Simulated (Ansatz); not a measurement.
Relaxed GeO₂ (rutile):

```xyz
6
Lattice="4.4875 0.0000 0.0000 0.0000 4.4875 0.0000 0.0000 0.0000 2.9050" Properties=species:S:1:pos:R:3 pbc="T T T"
Ge     0.0000     0.0000     0.0000
Ge     2.2438     2.2438     1.4525
O      1.3783     1.3783     0.0000
O      3.6221     0.8654     1.4525
O      0.8654     3.6221     1.4525
O      3.1092     3.1092     0.0000
```

A phonon eigenvector at Γ is frozen into this cell: atom i moves by Q times the vector below, so Q is the largest atomic displacement, in Å. The cell is held.

```
atom       x       y      z
----  ------  ------  -----
O3    -0.707   0.707  0.000
O4    -0.707  -0.707  0.000
O5     0.707   0.707  0.000
O6     0.707  -0.707  0.000
```

Atoms not listed stay in place.

Method: PBE (plane waves to 420 eV, PAW, scalar-relativistic; Ansatz, a program for electronic structure). k mesh 8×8×11 (Γ-centred), Fermi-Dirac smearing 0.05 eV. The energy includes the smearing's −TS. GeO2 was relaxed with its symmetry unable to fall. The zero of ΔE is the undisplaced structure.

| Q (Å) | ΔE (meV/cell) |
|---|---|
| -0.180 | 101.6 |
| -0.150 | 67.7 |
| -0.120 | 41.8 |
| -0.090 | withheld |
| -0.060 | 9.9 |
| -0.030 | 2.5 |
| 0.000 | 0.0 |
| 0.030 | 2.5 |
| 0.060 | 9.9 |
| 0.090 | withheld |
| 0.120 | 41.8 |
| 0.150 | 67.7 |
| 0.180 | 101.6 |

### Question
Fit an even polynomial form (powers 2, 4) to the given rows and predict ΔE at Q = 0.090.

### Answer
Least squares on the 11 given rows: ΔE = (2717)·Q² + (12940)·Q⁴, in meV/cell with Q in Å; root-mean-square residual 0.03 meV/cell. At 0.090 the fit gives 22.9 meV/cell; the calculation gives 22.9 meV/cell, the same to the digits shown. The quadratic term alone would give 22.0 meV/cell.

(For displaced atoms, the force is minus the slope of the energy, and its curvature is a force constant, which sets phonon frequencies.)
